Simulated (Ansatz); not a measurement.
Crystal: Ge.

```
CELL_PARAMETERS angstrom
4.05040 0.00000 0.00000
-2.02520 3.50775 0.00000
0.00000 0.00000 10.99336
ATOMIC_POSITIONS crystal
Ge 0.66667 0.33333 0.41485
Ge 0.33333 0.66667 0.91485
Ge 0.00000 0.00000 0.47745
Ge 0.00000 0.00000 0.97745
```

This isn't the form of Ge at room conditions, which is diamond.

Base run:

* Program: Ansatz 0.2.0
* Functional: LDA
* Potentials or basis: Ansatz PAW
* Cutoff: 420 eV
* Density cutoff: 1680 eV
* k mesh: 8 × 8 × 3
* Occupations: fermi-dirac, width 0.05 eV
* Spin: no spin polarisation

Its results: pressure -2.5 GPa; largest force 0.277 eV/Å.

Q: The run is repeated on the same cell with these changes: functional from LDA to r2SCAN; cutoff from 420 eV to 500 eV; density cutoff from 1680 eV to 2000 eV. What comes out?

A: Pressure -1.8 GPa; largest force 0.266 eV/Å.

Caveats: the PAW data sets come from PBE, with cores solved anew for the run's functional, which leaves a small shift of forces and pressure.

Not every run made on this cell is shown here.
